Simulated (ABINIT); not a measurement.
Here is an ABINIT 10.8.3 (patched build) calculation.

Contents of run.abi:

```
ndtset 2

pp_dirpath "./"
pseudos "Ga.upf, N.upf"

acell 3.1869311219 3.1869311219 3.1869311219 Angstrom
rprim
     0.0000000000     0.7071067812     0.7071067812
     0.7071067812     0.0000000000     0.7071067812
     0.7071067812     0.7071067812     0.0000000000
ntypat 2
znucl 31 7
natom 2
typat 1 2
xred
     0.0000000000     0.0000000000     0.0000000000
     0.2500000000     0.2500000000     0.2500000000

ecut 42.0

ixc 1

occopt 3
tsmear 0.00183747

nstep 100

iomode 3
prtwf 0
prteig 0
prtebands 0
enunit 1
prtden1 1

kptopt1 1
ngkpt1 10 10 10
nshiftk1 1
shiftk1 0.0 0.0 0.0
nband1 13
tolvrs1 1.0e-10

iscf2 -2
getden2 1
nband2 17
nbdbuf2 2
tolwfr2 1.0e-12
kptopt2 -9
ndivsm2 8
prteig2 1
prtvol2 -3
kptbounds2
     0.0000000000     0.0000000000     0.0000000000
     0.5000000000     0.0000000000     0.5000000000
     0.5000000000     0.2500000000     0.7500000000
     0.3750000000     0.3750000000     0.7500000000
     0.0000000000     0.0000000000     0.0000000000
     0.5000000000     0.5000000000     0.5000000000
     0.6250000000     0.2500000000     0.6250000000
     0.5000000000     0.2500000000     0.7500000000
     0.5000000000     0.5000000000     0.5000000000
     0.3750000000     0.3750000000     0.7500000000
```

Potentials or basis: PseudoDojo NC SR LDA v0.4.1 standard.

Run with:

```bash
$ abinit run.abi > log 2>&1
```

(1) What does it give for the band gap on the k mesh?

(2) What does it give for the pressure?

(3) Predict the band gap along the path.

Results:

(1) 1.77 eV, direct.

(2) -6.6 GPa.

(3) 1.77 eV, direct.

**Measured values to compare with.**

A printed reference work, textbook reports, for a bulk crystal of GaN at 0 K: band gap 3.299 eV (direct).

Measured gap of GaN: 3.299 eV (direct; 0 K; a printed reference work, textbook). This calculation gives 1.77 eV (-1.53 eV). Spin-orbit coupling on Ga is left out. The value is that of LDA-Teter, without temperature or zero-point motion. Semilocal functionals fall short of measured gaps as a rule. The cell is a database's relaxed one, not the measured one, which moves gaps too.
